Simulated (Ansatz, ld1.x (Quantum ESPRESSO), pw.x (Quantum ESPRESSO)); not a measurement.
tantalum (fcc): variants of one ultrasoft potential in the solid

```json
{
  "Element": "tantalum (Ta)",
  "Generator": "ld1.x (Quantum ESPRESSO) 7.5",
  "Type": "ultrasoft",
  "Functional": "PBE",
  "Relativity": "scalar-relativistic",
  "Frozen core": "[Kr] 4d10 4f14",
  "Valence charge": "13",
  "Reference configuration": "5s2 5p6 5d3 6s2 6p0",
  "Partial waves": "5s (bound): rcut 1.40, rcutus 1.45 bohr; 6s (bound): rcut 1.40, rcutus 1.45 bohr; 5p (bound): rcut 2.15, rcutus 2.70 bohr; 6p (bound, empty): rcut 2.15, rcutus 2.70 bohr; 5d (bound): rcut 2.10, rcutus 2.75 bohr; 5d channel at 1.95 Ry: rcut 2.10, rcutus 2.75 bohr",
  "Local potential": "all-electron potential smoothed inside 1.25 bohr (lloc = -1)",
  "Core correction": "none",
  "Augmentation charge": "PSQ, inside the norm-conserving radii"
}
```

Crystal test: fcc Ta in pw.x 7.5, no spin, 13³ k-points, Fermi–Dirac smearing 0.01 Ry, cutoffs set for each file from its atomic test. The reference is all-electron LAPW (Ansatz 0.2.0) with the same functional, mesh and smearing; V0 and B0 come from Birch–Murnaghan fits to the pressures at five volumes. Errors are pseudo minus all-electron; Δ is the rms difference of the E(V) curves that follow from these fits, minima aligned, over ±6 % about the mean V0. Mesh and smearing are coarse, so the numbers serve the comparison and aren't converged zero-temperature values; the lattice is a test structure that the element need not adopt.

All-electron: a0 = 4.224 Å (V0 = 18.84 Å³/atom), B0 = 188.4 GPa.

3 further variants are left out: they gave no file fit for a test, a broken result, the same result as the base, or pressures whose basis-set error rivals the error shown.

A dash in a converged row means that the minimum lies outside the volumes sampled.

```tsv
change	cutoffs (Ry)	pw.x	a0 (Å)	a0 error (%)	B0 error (%)	Δ (meV/atom)	mean pressure error (GPa)
base	45/360	converged	4.218	-0.14	+1.5	3.3	-0.81
waves 5d (bound): rcut 2.10, rcutus 4.20 bohr; 5d channel at 1.95 Ry: rcut 2.10, rcutus 4.20 bohr	45/360	converged	–	–	–	–	+53.44
```

(1) Give the row for: all radii scaled by about 1.12 (s 1.62, p 3.04, d 3.08 bohr, rcut 1.58/2.42/2.36); local potential all-electron potential smoothed inside 1.40 bohr (lloc = -1).

Answers

(1) pw.x: converged; mean pressure error (GPa): -4.63; a0 (Å): 4.188; a0 error (%): -0.86; B0 error (%): +0.1; Δ (meV/atom): 19.9.
